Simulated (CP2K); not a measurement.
# SrO (Fm-3m) in CP2K: single point with PBEsol

Aim: the single point of SrO with PBEsol.

All numbers are computed with CP2K 2026.2; they aren't measurements. Logs are shortened: lines on timing, memory, paths and dates and some standing lists are left out, and cuts for length are marked.

## (1) The undisturbed crystal

The structure is cubic, space group Fm-3m (No. 225). Conventional cell: a = 5.133 Å, b = 5.133 Å, c = 5.133 Å, α = 90.00°, β = 90.00°, γ = 90.00°. Around Sr (site symmetry m-3m) lie 6 O at 2.57 Å. O (site symmetry m-3m) is surrounded by 6 Sr at 2.57 Å.

## (2) Single point, PBEsol (the cell as VASP's run set it)

sro_scf.inp reads:

```
&GLOBAL
  PROJECT sro_scf
  RUN_TYPE ENERGY_FORCE
  PRINT_LEVEL LOW
&END GLOBAL
&FORCE_EVAL
  METHOD QS
  STRESS_TENSOR ANALYTICAL
  &DFT
    BASIS_SET_FILE_NAME BASIS_MOLOPT_UZH
    POTENTIAL_FILE_NAME POTENTIAL_UZH
    &MGRID
      CUTOFF 600
      REL_CUTOFF 60
      NGRIDS 5
    &END MGRID
    &QS
      METHOD GPW
      EPS_DEFAULT 1.0E-10
    &END QS
    &KPOINTS
      SCHEME MONKHORST-PACK 9 9 9
      GAMMA_CENTERED T
      SYMMETRY T
      SYMMETRY_BACKEND SPGLIB
    &END KPOINTS
    &SCF
      SCF_GUESS ATOMIC
      EPS_SCF 1.0E-6
      MAX_SCF 100
      ADDED_MOS 10
      CHOLESKY OFF
      EPS_EIGVAL 1.0E-7
      &DIAGONALIZATION ON
        ALGORITHM STANDARD
      &END DIAGONALIZATION
      &MIXING ON
        METHOD BROYDEN_MIXING
        ALPHA 0.4
        BETA 1.5
        NBUFFER 8
      &END MIXING
      &SMEAR ON
        METHOD GAUSSIAN
        SIGMA [eV] 0.1
      &END SMEAR
    &END SCF
    &XC
      &XC_FUNCTIONAL
        &GGA_X_PBE_SOL
        &END GGA_X_PBE_SOL
        &GGA_C_PBE_SOL
        &END GGA_C_PBE_SOL
      &END XC_FUNCTIONAL
    &END XC
    &PRINT
      &KPOINTS ON
      &END KPOINTS
      &MULLIKEN ON
      &END MULLIKEN
      &MO ON
        ENERGIES T
        OCCUPATION_NUMBERS T
        &EACH
          QS_SCF 0
        &END EACH
        ADD_LAST NUMERIC
      &END MO
    &END PRINT
  &END DFT
  &SUBSYS
    &CELL
      A 3.6292962700 0.0000000000 0.0000000000
      B 1.8146481350 3.1430627677 0.0000000000
      C 1.8146481350 1.0476875892 2.9633079956
      PERIODIC XYZ
    &END CELL
    &COORD
      SCALED
      Sr  0.5000000000 0.5000000000 0.5000000000
      O   0.0000000000 0.0000000000 0.0000000000
    &END COORD
    &KIND Sr
      BASIS_SET TZVP-MOLOPT-PBE-GTH-q10
      POTENTIAL GTH-PBE-q10
    &END KIND
    &KIND O
      BASIS_SET TZVP-MOLOPT-PBE-GTH-q6
      POTENTIAL GTH-PBE-q6
    &END KIND
    &PRINT
      &ATOMIC_COORDINATES ON
      &END ATOMIC_COORDINATES
      &CELL ON
      &END CELL
      &SYMMETRY ON
      &END SYMMETRY
    &END PRINT
  &END SUBSYS
  &PRINT
    &FORCES ON
    &END FORCES
    &STRESS_TENSOR ON
    &END STRESS_TENSOR
  &END PRINT
&END FORCE_EVAL
```

Potentials or basis: POTENTIAL_UZH Sr GTH-PBE-q10, O GTH-PBE-q6; TZVP-MOLOPT-PBE-GTH basis.

On the command line:

```sh
$ OMP_NUM_THREADS=1 cp2k.psmp -i sro_scf.inp -o sro_scf.out
```

sro_scf.out:

```text

 CP2K| version string:                                       CP2K version 2026.2
 CP2K| Input file name                                               sro_scf.inp

 GLOBAL| Force Environment number                                              1
 GLOBAL| Basis set file name                                    BASIS_MOLOPT_UZH
 GLOBAL| Potential file name                                       POTENTIAL_UZH
 GLOBAL| MM Potential file name                                     MM_POTENTIAL
 GLOBAL| Coordinate file name                                      __STD_INPUT__
 GLOBAL| Method name                                                        CP2K
 GLOBAL| Project name                                                    sro_scf
 GLOBAL| Run type                                                   ENERGY_FORCE
 GLOBAL| FFT library                                                       FFTW3
[... 6 lines left out ...]
 GLOBAL| Total number of message passing processes                             1
 GLOBAL| Number of threads for this process                                    1
 GLOBAL| CPU model name                                 Intel(R) Xeon(R) 6975P-C

 CELL| Volume [angstrom^3]:                                            33.802768
 CELL| Vector a [angstrom]:       3.629     0.000     0.000   |a| =     3.629296
 CELL| Vector b [angstrom]:       1.815     3.143     0.000   |b| =     3.629296
 CELL| Vector c [angstrom]:       1.815     1.048     2.963   |c| =     3.629296
 CELL| Angle (b,c), alpha [degree]:                                    60.000000
 CELL| Angle (a,c), beta  [degree]:                                    60.000000
 CELL| Angle (a,b), gamma [degree]:                                    60.000000
 CELL| Numerically orthorhombic:                                              NO
 CELL| Periodicity                                                           XYZ

 CELL_REF| Volume [angstrom^3]:                                        33.802768
 CELL_REF| Vector a [angstrom     3.629     0.000     0.000   |a| =     3.629296
 CELL_REF| Vector b [angstrom     1.815     3.143     0.000   |b| =     3.629296
 CELL_REF| Vector c [angstrom     1.815     1.048     2.963   |c| =     3.629296
 CELL_REF| Angle (b,c), alpha [degree]:                                60.000000
 CELL_REF| Angle (a,c), beta  [degree]:                                60.000000
 CELL_REF| Angle (a,b), gamma [degree]:                                60.000000
 CELL_REF| Numerically orthorhombic:                                          NO
 CELL_REF| Periodicity                                                       XYZ
[... 10 lines left out ...]

  Total number of            - Atomic kinds:                                   2
                             - Atoms:                                          2
                             - Shell sets:                                     2
                             - Shells:                                        14
                             - Primitive Cartesian functions:                 11
                             - Cartesian basis functions:                     34
                             - Spherical basis functions:                     32

  Maximum angular momentum of- Orbital basis functions:                        2
                             - Local part of the GTH pseudopotential:          2
                             - Non-local part of the GTH pseudopotential:      3

 MODULE QUICKSTEP: ATOMIC COORDINATES IN ANGSTROM

   Atom Kind Element         X             Y             Z       Z(eff)     Mass
      1    1 Sr   38      3.629296      2.095375      1.481654  10.0000  87.6200
      2    2 O     8      0.000000      0.000000      0.000000   6.0000  15.9994

 Crystal Symmetry Information
       International Symbol:                                               Fm-3m
       Point Group Symbol:                                                  m-3m
       Schoenflies Symbol:                                                  Oh^5
       Number of Symmetry Operations:                                         48

 SCF PARAMETERS         Density guess:                                    ATOMIC
[... 9 lines left out ...]
                        --------------------------------------------------------
                        level_shift [a.u.]:                             0.000000
                        added MOs                                        10    0
                        --------------------------------------------------------
                        Mixing method:                            BROYDEN_MIXING
                                                charge density mixing in g-space
                        --------------------------------------------------------
                        Smear method:                                   GAUSSIAN
                        Smearing width (sigma) [a.u.]:                  3.67E-03
                        Accuracy threshold:                             1.00E-10
                        --------------------------------------------------------
                        No outer SCF

 *******************************************************************************
                                    Kpoints
 *******************************************************************************
 BRILLOUIN| K-point scheme                                        Monkhorst-Pack
 BRILLOUIN| K-Point grid                                             9    9    9
 BRILLOUIN| Gamma-centered k-point mesh                                     ON
 BRILLOUIN| K-point symmetry accuracy                               0.100000E-05
 BRILLOUIN| K-Point point group symmetrization                                ON
 BRILLOUIN| Symmetry backend                                             SPGLIB
 BRILLOUIN| Symmetry reduction method                                    SPGLIB
 BRILLOUIN| Wavefunction type                                            COMPLEX
 BRILLOUIN| List of Kpoints [2 Pi/Bohr]                                       35
 BRILLOUIN| Number           Weight            X              Y              Z
 BRILLOUIN|     1           0.01097       -0.44444       -0.44444       -0.44444
 BRILLOUIN|     2           0.03292       -0.44444       -0.44444       -0.33333
 BRILLOUIN|     3           0.03292       -0.44444       -0.44444       -0.22222
 BRILLOUIN|     4           0.03292       -0.44444       -0.44444       -0.11111
 BRILLOUIN|     5           0.00823       -0.44444       -0.44444        0.00000
 BRILLOUIN|     6           0.01646       -0.44444       -0.44444        0.11111
[... 27 lines left out ...]
 BRILLOUIN|    34           0.00823       -0.11111       -0.11111        0.00000
 BRILLOUIN|    35           0.00137        0.00000        0.00000        0.00000
 *******************************************************************************

 Extrapolation method: initial_guess

 Number of electrons:                                                         16
 Number of occupied orbitals:                                                  8
 Number of molecular orbitals:                                                18

 Number of orbital functions:                                                 32
 Number of independent orbital functions:                                     32

 SCF WAVEFUNCTION OPTIMIZATION

  Step     Update method      Time    Convergence         Total energy    Change
  ------------------------------------------------------------------------------
     1 NoMix/Diag. 0.40E+00    2.1     1.05143015       -46.9972450972 -4.70E+01
     2 Broy./Diag. 0.40E+00    1.8     0.10343147       -45.2607385238  1.74E+00
     3 Broy./Diag. 0.40E+00    1.7     0.07125626       -46.5086607914 -1.25E+00
     4 Broy./Diag. 0.40E+00    1.7     0.02559176       -46.7079582069 -1.99E-01
     5 Broy./Diag. 0.40E+00    1.7     0.02059412       -46.5695451820  1.38E-01
     6 Broy./Diag. 0.40E+00    1.7     0.01507861       -46.7495438906 -1.80E-01
     7 Broy./Diag. 0.40E+00    1.7     0.00178030       -46.6945534642  5.50E-02
     8 Broy./Diag. 0.40E+00    1.7     0.00130535       -46.7138297558 -1.93E-02
     9 Broy./Diag. 0.40E+00    1.7     0.00018289       -46.7107564189  3.07E-03
    10 Broy./Diag. 0.40E+00    1.7     0.00029843       -46.7112142590 -4.58E-04
    11 Broy./Diag. 0.40E+00    1.7     0.00002254       -46.7107481417  4.66E-04
    12 Broy./Diag. 0.40E+00    1.8     0.00001823       -46.7107443448  3.80E-06
    13 Broy./Diag. 0.40E+00    1.9     0.00000159       -46.7107647106 -2.04E-05
    14 Broy./Diag. 0.40E+00    1.7     0.00000090       -46.7107702181 -5.51E-06

  *** SCF run converged in    14 steps ***

  Electronic density on regular grids:        -15.9999999990        0.0000000010
  Core density on regular grids:               15.9999999989       -0.0000000011
  Total charge density on r-space grids:       -0.0000000000
  Total charge density g-space grids:          -0.0000000000

  Overlap energy of the core charge distribution:               0.00000000000000
  Self energy of the core charge distribution:               -100.60035046061435
  Core Hamiltonian energy:                                     24.82443410697878
  Hartree energy:                                              36.91146571337673
  Exchange-correlation energy:                                 -7.84631957787882
  Smearing free energy correction:                             -0.00000000000000
  Fermi energy:                                                 0.31540455227509

  Total energy:                                               -46.71077021813768
  Total energy (extrapolated to sigma->0):                    -46.71077021813768

 MO| EIGENVALUES AND OCCUPATION NUMBERS FOR K POINT 1
 MO|
 MO|  Index      Eigenvalue [a.u.]        Eigenvalue [eV]             Occupation
 MO|      1              -0.951767             -25.898893               2.000000
 MO|      2              -0.384833             -10.471852               2.000000
 MO|      3              -0.286955              -7.808453               2.000000
 MO|      4              -0.286955              -7.808453               2.000000
 MO|      5              -0.242759              -6.605821               2.000000
 MO|      6               0.141861               3.860238               2.000000
[... 10 lines left out ...]
 MO|     17               0.946160              25.746318               0.000000
 MO|     18               1.150000              31.293084               0.000000
 MO| Sum:                                                              16.000000
 MO| E(Fermi):            0.315405 a.u.          8.582594 eV
 MO| Band gap:            0.280068 a.u.          7.621046 eV
[... 302 lines left out ...]
 MO|
 MO|  Index      Eigenvalue [a.u.]        Eigenvalue [eV]             Occupation
 MO|      1              -0.950010             -25.851088               2.000000
 MO|      2              -0.353447              -9.617781               2.000000
 MO|      3              -0.315634              -8.588831               2.000000
 MO|      4              -0.301223              -8.196704               2.000000
 MO|      5              -0.269913              -7.344717               2.000000
 MO|      6               0.187472               5.101384               2.000000
[... 10 lines left out ...]
 MO|     17               0.883272              24.035051               0.000000
 MO|     18               1.222211              33.258040               0.000000
 MO| Sum:                                                              16.000000
 MO| E(Fermi):            0.315405 a.u.          8.582594 eV
 MO| Band gap:            0.192432 a.u.          5.236341 eV

 [... the levels of further k-points ...]

 !-----------------------------------------------------------------------------!
                     Mulliken Population Analysis

 #  Atom  Element  Kind  Atomic population                           Net charge
       1     Sr       1          8.629892                              1.370108
       2     O        2          7.370108                             -1.370108
 # Total charge                             16.000000                  0.000000

 !-----------------------------------------------------------------------------!

 ENERGY| Total FORCE_EVAL ( QS ) energy [hartree]            -46.710771093961490

 FORCES| Atomic forces [hartree/bohr]
 FORCES|   Atom     x               y               z               |f|
 FORCES|      1  8.12208399E-16 -4.09363846E-16  4.28894419E-15   4.38432475E-15
 FORCES|      2  9.64927311E-15  2.17731610E-15  9.82346336E-15   1.39409329E-14
 FORCES| Sum     1.04614815E-14  1.76795225E-15  1.41124076E-14
 FORCES| Total atomic force                                       1.76558290E-14

 STRESS| Analytical stress tensor [bar]
 STRESS|                        x                   y                   z
 STRESS|      x        1.21285998739E+04   5.89926096172E+00   4.15827863209E+00
 STRESS|      y        5.89926096172E+00   1.21218520477E+04   2.47375662115E+00
 STRESS|      z        4.15827863209E+00   2.47375662115E+00   1.21199743355E+04
 STRESS| 1/3 Trace                                             1.21234754190E+04
 STRESS| Determinant                                           1.78189117107E+12

 STRESS| Eigenvectors and eigenvalues of the analytical stress tensor [bar]
 STRESS|                        1                   2                   3
 STRESS| Eigenvalues   1.21182572875E+04   1.21184446655E+04   1.21337243041E+04
 STRESS|      x          -0.135108118099     -0.562937245229      0.815381784417
 STRESS|      y          -0.401604432181      0.783412084796      0.474319918881
 STRESS|      z           0.905792292127      0.263376466925      0.331923425196
```

Run time: 30 s. Hardware: 1 thread of Intel Xeon 6975P-C (Granite Rapids), shared host; peak memory 0.33 GiB.

Results:

```yaml
Free_energy: -1271.0647 eV
Pressure: 1.2 GPa
Band_gap_on_the_k_mesh: 3.45 eV, indirect (least direct gap 3.53 eV)
Mulliken_charges: Sr +1.37; O -1.37 e
```

Caveat: Mulliken charges move with the basis; the potentials were made for another functional, which shifts forces and pressure; an odd mesh through Γ misses points on the zone boundary, where band edges often lie; the basis of atomic orbitals isn't converged, which shifts pressures, moduli and gaps.
